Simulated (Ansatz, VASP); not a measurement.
One calculation of C, two programs

Contents of INCAR:

```
SYSTEM = C
PREC = Accurate
ENCUT = 520
EDIFF = 1E-6
ISMEAR = 0
SIGMA = 0.05
LREAL = .False.
LASPH = .True.
NELM = 100
ALGO = Normal
ISIF = 2
LWAVE = .False.
LCHARG = .True.
GGA = PS
LELF = .True.
LVHAR = .True.
NBANDS = 11
```

Contents of KPOINTS:

```
regular mesh
0
Gamma
  12 12 12
  0 0 0
```

File POSCAR:

```
C
1.0
    0.0000000000      1.6347522448      1.9190569830
    1.6347522448      0.0000000000      1.9190569830
    1.6347522448      1.6347522448      0.0000000000
C
2
Direct
    0.5000000000      0.5000000000      0.5000000000
    0.7500000000      0.7500000000      0.7500000000
```

Input for Ansatz:

```yaml
crystal:
  lattice:
    - [0.0, 1.6347522448, 1.919056983]
    - [1.6347522448, 0.0, 1.919056983]
    - [1.6347522448, 1.6347522448, 0.0]
  atoms:
    - { symbol: C, position: [0.5, 0.5, 0.5] }
    - { symbol: C, position: [0.75, 0.75, 0.75] }
basis:
  ecutwfc: 420
kpoints:
  mp_grid: { grid: [12, 12, 12] }
hamiltonian:
  xc: pbesol
scf:
  occupations: { method: gaussian, width: 0.05 }
output:
  forces: true
  stress: true
  eigenvalues: true
```

Change from the starting cell: strain -0.080 along x and y, +0.080 along z, atoms carried along.

Alike in both runs: task single point; functional PBEsol; k mesh 12 × 12 × 12; occupations gaussian, width 0.05 eV; no spin polarisation.

|  | VASP | Ansatz |
| --- | --- | --- |
| version | VASP 6.6.1 | Ansatz 0.2.0 |
| potentials or method | VASP PAW PBE potentials, release 64 (C) | scalar-relativistic, plane waves, PAW |
| plane-wave cutoff (eV) | 520 | 420 |
| valence electrons in the cell | 8 | 8 |

VASP gave:

```
gap on the k mesh at the Fermi level (eV)       : 2.11
least direct gap on the mesh (eV)               : 4.37
pressure (GPa)                                  : 49.3
largest component of the traceless stress (GPa) : 126.40
```

Q: Which values does Ansatz return?

A: gap on the k mesh at the Fermi level (eV): 2.12; least direct gap on the mesh (eV): 4.38; pressure (GPa): 47.9; largest component of the traceless stress (GPa): 126.53.

Caveats: so large a pressure means that the cell lies far from this level's equilibrium, or that cutoff or potentials fall short (VASP); the potentials were made for another functional, which shifts forces and pressure (VASP).
